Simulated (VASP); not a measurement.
# CdS (Fm-3m) in VASP: notebook

One crystal, CdS, is run at these levels: PBE; tasks: relaxation of cell and atoms.

Program: VASP 6.6.1. These are calculated values, not measurements. Logs are shortened: lines on timing, memory, paths and dates and some standing lists are left out, and cuts for length are marked.

## (1) The crystal as given

The structure is cubic, space group Fm-3m (No. 225). The conventional cell has a = 5.506 Å, b = 5.506 Å, c = 5.506 Å, α = 90.00°, β = 90.00°, γ = 90.00°. Cd (site symmetry m-3m) has 6 S at 2.75 Å as nearest neighbours. Around S (site symmetry m-3m) lie 6 Cd at 2.75 Å.

Measurements of this composition are mostly on another form, of space group No. 186.

## (2) Relaxation of cell and atoms, PBE, target pressure 10 GPa, at which the enthalpy is minimised

INCAR reads:

```
PREC     = Accurate       # precision mode
ENCUT    = 600            # plane-wave cutoff, eV
EDIFF    = 1E-7           # SCF threshold, eV
ISMEAR   = -1             # smearing method
SIGMA    = 0.05           # smearing width, eV
LREAL    = False          # projectors in reciprocal space
LASPH    = True           # aspherical terms in the spheres
NELM     = 80             # most SCF steps
ALGO     = Normal         # electronic algorithm
ISIF     = 3              # what is computed and relaxed
LWAVE    = False          # write WAVECAR
LCHARG   = False          # write CHGCAR
GGA      = PE             # functional
IBRION   = 2              # ionic algorithm
NSW      = 60             # ionic steps
EDIFFG   = -0.005         # ionic threshold
PSTRESS  = 100
```

KPOINTS reads:

```
regular mesh
0
Gamma
  8 8 8
```

POSCAR reads:

```
CdS
1.0
    0.0000000000      2.7532440000      2.7532440000
    2.7532440000      0.0000000000      2.7532440000
    2.7532440000      2.7532440000      0.0000000000
Cd S
1 1
Direct
    0.0000000000      0.0000000000      0.0000000000
    0.5000000000      0.5000000000      0.5000000000
```

Potentials or basis: VASP PAW PBE potentials, release 64 (Cd, S).

On the command line:

```console
$ cat potpaw_PBE.64/Cd/POTCAR potpaw_PBE.64/S/POTCAR > POTCAR
$ mpirun -np 1 vasp_std > vasp.out
```

OUTCAR:

```text
PREC = Accurate
   ENCUT = 600
   EDIFF = 1E-7
   ISMEAR = -1
   LREAL = False
   LASPH = True
   NELM = 80
   ISIF = 3
   GGA = PE
   IBRION = 2
   NSW = 60
   EDIFFG = -0.005
   PSTRESS = 100

 ion  position               nearest neighbor table
   1  0.000  0.000  0.000-   2 2.75   2 2.75   2 2.75   2 2.75   2 2.75   2 2.75
   2  0.500  0.500  0.500-   1 2.75   1 2.75   1 2.75   1 2.75   1 2.75   1 2.75

  LATTYP: Found a face centered cubic cell.
 ALAT       =     5.5064880000

  Lattice vectors:

 A1 = (   0.0000000000,   2.7532440000,   2.7532440000)
 A2 = (   2.7532440000,   0.0000000000,   2.7532440000)
 A3 = (   2.7532440000,   2.7532440000,   0.0000000000)

Analysis of symmetry for initial positions (statically):
=====================================================================
 Subroutine PRICEL returns:
 Original cell was already a primitive cell.

 Routine SETGRP: Setting up the symmetry group for a
 face centered cubic supercell.

 Subroutine GETGRP returns: Found 48 space group operations
 (whereof 48 operations were pure point group operations)
 out of a pool of 48 trial point group operations.

The static configuration has the point symmetry O_h .

Analysis of symmetry for dynamics (positions and initial velocities):
=====================================================================
 Subroutine PRICEL returns:
 Original cell was already a primitive cell.

 Routine SETGRP: Setting up the symmetry group for a
 face centered cubic supercell.

 Subroutine GETGRP returns: Found 48 space group operations
 (whereof 48 operations were pure point group operations)
 out of a pool of 48 trial point group operations.

The dynamic configuration has the point symmetry O_h .

 Subroutine INISYM returns: Found 48 space group operations
 (whereof 48 operations are pure point group operations),
 and found     1 'primitive' translations

----------------------------------------------------------------------------------------

                                     Primitive cell

  volume of cell :      41.7411

  direct lattice vectors                    reciprocal lattice vectors
     0.000000000  2.753244000  2.753244000    -0.181603955  0.181603955  0.181603955
     2.753244000  0.000000000  2.753244000     0.181603955 -0.181603955  0.181603955
     2.753244000  2.753244000  0.000000000     0.181603955  0.181603955 -0.181603955

  length of vectors
     3.893675005  3.893675005  3.893675005     0.314547277  0.314547277  0.314547277

  position of ions in fractional coordinates (direct lattice)
     0.000000000  0.000000000  0.000000000
     0.500000000  0.500000000  0.500000000

  ion indices of the primitive-cell ions
   primitive index   ion index
                 1           1
                 2           2

----------------------------------------------------------------------------------------

 KPOINTS: regular mesh

Automatic generation of k-mesh.
 Grid dimensions read from file:
 generate k-points for:    8    8    8

 Generating k-lattice:

  Cartesian coordinates                     Fractional coordinates (reciprocal lattice)
    -0.022700494  0.022700494  0.022700494     0.125000000  0.000000000  0.000000000
     0.022700494 -0.022700494  0.022700494     0.000000000  0.125000000  0.000000000
     0.022700494  0.022700494 -0.022700494     0.000000000  0.000000000  0.125000000

  Length of vectors
     0.039318410  0.039318410  0.039318410

  Shift w.r.t. Gamma in fractional coordinates (k-lattice)
     0.000000000  0.000000000  0.000000000

 Subroutine IBZKPT returns following result:
 ===========================================

 Found     29 irreducible k-points:

 Following reciprocal coordinates:
            Coordinates               Weight
  0.000000  0.000000  0.000000      1.000000
  0.125000  0.000000  0.000000      8.000000
  0.250000  0.000000  0.000000      8.000000
  0.375000  0.000000  0.000000      8.000000
  0.500000  0.000000  0.000000      4.000000
  0.125000  0.125000  0.000000      6.000000
[... 16 lines left out ...]
  0.500000  0.250000  0.125000     48.000000
 -0.375000  0.250000  0.125000     24.000000
 [... further k-points ...]
   k-points           NKPTS =     29   k-points in BZ     NKDIM =     29   number of bands    NBANDS=     13
   number of dos      NEDOS =    301   number of ions     NIONS =      2
   total plane-waves  NPLWV =  32768
   dimension x,y,z NGX =    32 NGY =   32 NGZ =   32
   dimension x,y,z NGXF=    64 NGYF=   64 NGZF=   64
   ions per type =               1   1
   NGX,Y,Z   is equivalent  to a cutoff of  13.66, 13.66, 13.66 a.u.
   NGXF,Y,Z  is equivalent  to a cutoff of  27.33, 27.33, 27.33 a.u.
 SYSTEM =  unknown system
   PREC   = accura    normal or accurate (medium, high low for compatibility)
   ISTART =      0    job   : 0-new  1-cont  2-samecut
   ICHARG =      2    charge: 1-file 2-atom 10-const
   ISPIN  =      1    spin polarized calculation?
   LNONCOLLINEAR =      F non collinear calculations
   LSORBIT =      F    spin-orbit coupling
   LASPH  =      T    aspherical Exc in radial PAW
   ENCUT  =  600.0 eV  44.10 Ry    6.64 a.u.   7.78  7.78  7.78*2*pi/ulx,y,z
   NELM   =     80;   NELMIN=  2; NELMDL= -5     # of ELM steps
   EDIFF  = 0.1E-06   stopping-criterion for ELM
   LREAL  =      F    real-space projection
   EDIFFG = -.5E-02   stopping-criterion for IOM
   NSW    =     60    number of steps for IOM
   IBRION =      2    ionic relax: 0-MD 1-quasi-New 2-CG
   NFREE  =      1    steps in history (QN), initial steepest desc. (CG)
   ISIF   =      3    stress and relaxation
   ISYM   =      2    0-nonsym 1-usesym 2-fastsym
   POTIM  = 0.5000    time-step for ionic-motion
   TEBEG  =    0.0;   TEEND  =   0.0 temperature during run
   PSTRESS=  100.0 pullay stress
   NELECT =      18.0000    total number of electrons
   NUPDOWN=      -1.0000    fix difference up-down
   EMIN   =  10.00;   EMAX   =-10.00  energy-range for DOS
   EFERMI =   0.00;   METHOD = LEGACY
   ISMEAR =    -1;   SIGMA  =   0.05  broadening in eV -4-tet -1-fermi 0-gaus
   EFERMI_NEDOS =   21; number of points for ismear=-14 and -15
   IALGO  =     38    algorithm
   IMIX   =      4    mixing-type and parameters
     AMIX     =   0.40;   BMIX     =  1.00
     AMIX_MAG =   1.60;   BMIX_MAG =  1.00
  volume/ion in A,a.u.               =      20.87       140.84
  Fermi-wavevector in a.u.,A,eV,Ry     =   1.236833  2.337275 20.813583  1.529755
  Thomas-Fermi vector in A             =   2.371425
   LORBIT       =      0    0 simple, 1 ext, 2 COOP (PROOUT), +10 PAW based schemes
   GGA     = PE    functional components
   LHFCALC =     F    Hartree Fock is set to
   AEXX    =    0.0000 exact exchange contribution
   IVDW    =     0    specifies the selected vdW correction
   LEPSILON=     F    determine dielectric tensor
   LRPA    =     F    only Hartree local field effects (RPA)
 conjugate gradient relaxation of ions
 non-spin polarized calculation
  energy-cutoff  :      600.00
  volume of cell :       41.74
 maximum number of plane-waves:      1411
   NGX = 15   NGY = 15   NGZ = 15

--------------------------------------- Ionic step        1  -------------------------------------------

 number of electron      17.9999999 magnetization

 Free energy of the ion-electron system (eV)
  ---------------------------------------------------
  ext. energy  EPLUGINS =         0.00000000
  ---------------------------------------------------
  free energy    TOTEN  =        -5.87680956 eV

  energy without entropy =       -5.87575412  energy(sigma->0) =       -5.87628184

------------------------ aborting loop because EDIFF is reached ----------------------------------------

  FORCE on cell =-STRESS in cart. coord.  units (eV):
  Direction    XX          YY          ZZ          XY          YZ          ZX
  --------------------------------------------------------------------------------------
  -------------------------------------------------------------------------------------
  Total       -0.0274308     -0.0274308     -0.0274308      0.0000000      0.0000000     -0.0000000
  in kB       -1.0528958     -1.0528958     -1.0528958      0.0000000      0.0000000     -0.0000000
  external PRESSURE =    -101.0528958 kB  Pullay stress =     100.0000000 kB
[... 23 lines left out ...]
  enthalpy is  TOTEN    =        -3.2715348878 eV   P V=        2.6052746737

--------------------------------------- Ionic step        2  -------------------------------------------

 number of electron      18.0000000 magnetization

 E-fermi :   5.0301     XC(G=0): -11.3063

 val. band max:        4.8917377580   @ k =   0.5000   0.0000   0.0000
 cond. band min:       5.0670301060   @ k =   0.5000   0.5000   0.0000
 fundamental gap:      0.1752923480
 Fermi energy:         5.0300952892

 k-point     1 :       0.0000    0.0000    0.0000
  band No.  band energies     occupation
      1      -9.3781      2.00000
      2      -3.2833      2.00000
      3      -3.2833      2.00000
      4      -3.2809      2.00000
      5      -3.2809      2.00000
      6      -3.2809      2.00000
      7       3.6838      2.00000
      8       3.6838      2.00000
      9       3.6838      2.00000
     10       6.6896      0.00000
     11      14.0991      0.00000
     12      14.0991      0.00000
     13      14.0991      0.00000
[... 517 lines left out ...]
  enthalpy is  TOTEN    =        -3.4207854277 eV   P V=        2.3386490099

--------------------------------------- Ionic step        6  -------------------------------------------

 number of electron      18.0000001 magnetization

 Free energy of the ion-electron system (eV)
  ---------------------------------------------------
  ext. energy  EPLUGINS =         0.00000000
  ---------------------------------------------------
  free energy    TOTEN  =        -5.75742825 eV

  energy without entropy =       -5.75637900  energy(sigma->0) =       -5.75690362

 E-fermi :   4.0196     XC(G=0): -10.8497

 val. band max:        3.8458836711   @ k =   0.5000   0.0000   0.0000
 cond. band min:       4.0788122549   @ k =   0.5000   0.5000   0.0000
 fundamental gap:      0.2329285838
 Fermi energy:         4.0196491423

 k-point     1 :       0.0000    0.0000    0.0000
  band No.  band energies     occupation
      1      -9.6350      2.00000
      2      -4.0005      2.00000
      3      -4.0005      2.00000
      4      -3.9989      2.00000
      5      -3.9989      2.00000
      6      -3.9989      2.00000
      7       2.8932      2.00000
      8       2.8932      2.00000
      9       2.8932      2.00000
     10       5.1851      0.00000
     11      13.0840      0.00000
     12      13.0840      0.00000
     13      13.0840      0.00000
[... 397 lines left out ...]
  FREE ENERGIE OF THE ION-ELECTRON SYSTEM (eV)
  ---------------------------------------------------
  free  energy   TOTEN  =        -5.7574282455 eV

  energy  without entropy=       -5.7563789967  energy(sigma->0) =       -5.75690362

  enthalpy is  TOTEN    =        -3.4207950169 eV   P V=        2.3366332286

 reached required accuracy - stopping structural energy minimisation
```

Wall time 68 s (1 thread of Intel Xeon Platinum 8259CL at 2.50GHz (Skylake/Cascade Lake), shared host); peak memory 0.2 GiB.

What came out:

```yaml
Free_energy: -5.7574 eV
Relaxed_volume: 18.72 Å³/atom
Relaxed_cell: a = 3.755 Å, b = 3.755 Å, c = 3.755 Å, α = 60.00°, β = 60.00°, γ = 60.00°
Space_group_after_relaxing_to_0.05_Å: Fm-3m (No. 225)
Energy_change_on_relaxing_the_enthalpy_is_what_falls: +59.7 meV/atom
Ionic_steps: 6
Pressure_after_relaxing: 10.0 GPa
Band_gap_on_the_k_mesh: 0.23 eV, indirect (least direct gap 2.29 eV)
```

The path:
```
step  energy change (eV)  largest force (eV/Å)  pressure (GPa)  volume (Å³)
   1              0.0000                0.0000           -0.11        41.74
   2              0.4294                0.0000           22.42        34.28
   3              0.1163                0.0000            9.85        37.49
   4              0.1214                0.0000           10.11        37.40
   5              0.1174                0.0000            9.91        37.47
   6              0.1194                0.0000           10.01        37.44
```

Final structure:
```
CELL_PARAMETERS angstrom
0.00000 2.65516 2.65516
2.65516 0.00000 2.65516
2.65516 2.65516 0.00000
ATOMIC_POSITIONS crystal
Cd 0.00000 0.00000 0.00000
S 0.50000 0.50000 0.50000
```

Levels at points of the mesh, in eV from the valence-band top:
| k point | band 6 | band 7 | band 8 | band 9 | band 10 | band 11 | band 12 | band 13 |
| --- | --- | --- | --- | --- | --- | --- | --- | --- |
| (0.00, 0.00, 0.00) | -7.84 | -0.95 | -0.95 | -0.95 | 1.34 | 9.24 | 9.24 | 9.24 |
| (0.50, 0.00, 0.00) | -7.58 | -5.28 | 0.00 | 0.00 | 3.42 | 5.83 | 5.83 | 7.61 |
| (0.50, 0.50, 0.00) | -6.62 | -4.88 | -2.53 | -2.53 | 0.23 | 5.89 | 10.46 | 11.96 |

Caveat: the cell is relaxed towards a set pressure, so the enthalpy falls and the energy may rise. A k mesh can miss the band edges.

## (3) Relaxation of cell and atoms, PBE, target pressure 20 GPa, at which the enthalpy is minimised

Edit INCAR of step 2 so:

```diff
@@ -16,2 +16,2 @@
 EDIFFG   = -0.005         # ionic threshold
-PSTRESS  = 100
+PSTRESS  = 200
```

KPOINTS is that of step 2.

POSCAR is that of step 2.

Potentials or basis: VASP PAW PBE potentials, release 64 (Cd, S).

On the command line:

```console
$ cat potpaw_PBE.64/Cd/POTCAR potpaw_PBE.64/S/POTCAR > POTCAR
$ mpirun -np 1 vasp_std > vasp.out
```

Run time: 87 s. Hardware: 1 thread of Intel Xeon Platinum 8259CL at 2.50GHz (Skylake/Cascade Lake), shared host; peak memory 0.2 GiB.

Results (log left out):

```
Free energy                                            : -5.5153 eV
Relaxed volume                                         : 17.40 Å³/atom
Relaxed cell                                           : a = 3.664 Å, b = 3.664 Å, c = 3.664 Å, α = 60.00°, β = 60.00°, γ = 60.00°
Space group after relaxing (to 0.05 Å)                 : Fm-3m (No. 225)
Energy change on relaxing (the enthalpy is what falls) : +180.8 meV/atom
Ionic steps                                            : 7
Pressure after relaxing                                : 20.0 GPa
Band gap on the k mesh                                 : 0.19 eV, indirect (least direct gap 2.88 eV)
```

Step by step:
| step | energy change (eV) | largest force (eV/Å) | pressure (GPa) | volume (Å³) |
| --- | --- | --- | --- | --- |
| 1 | 0.0000 | 0.0000 | -0.11 | 41.74 |
| 2 | 2.2268 | 0.0000 | 75.46 | 27.83 |
| 3 | 0.3214 | 0.0000 | 18.52 | 35.13 |
| 4 | 0.3518 | 0.0000 | 19.66 | 34.87 |
| 5 | 0.3678 | 0.0000 | 20.24 | 34.75 |
| 6 | 0.3533 | 0.0000 | 19.70 | 34.86 |
| 7 | 0.3615 | 0.0000 | 20.01 | 34.80 |

Final structure:
```xyz
2
Lattice="0.0000 2.5912 2.5912 2.5912 0.0000 2.5912 2.5912 2.5912 0.0000" Properties=species:S:1:pos:R:3 pbc="T T T"
Cd    0.0000    0.0000    0.0000
S     2.5912    2.5912    2.5912
```

Levels at points of the mesh, in eV from the valence-band top:
| k point | band 7 | band 8 | band 9 | band 10 | band 11 | band 12 |
| --- | --- | --- | --- | --- | --- | --- |
| (0.00, 0.00, 0.00) | -1.16 | -1.16 | -1.16 | 1.72 | 9.21 | 9.21 |
| (0.50, 0.00, 0.00) | -5.64 | 0.00 | 0.00 | 3.30 | 5.71 | 5.71 |
| (0.50, 0.50, 0.00) | -5.48 | -2.90 | -2.90 | 0.19 | 5.75 | 10.95 |

Caveat: the cell is relaxed towards a set pressure, so the enthalpy falls and the energy may rise; the volume moved by over 15 % at a fixed basis, so the end points are rough. A k mesh can miss the band edges.
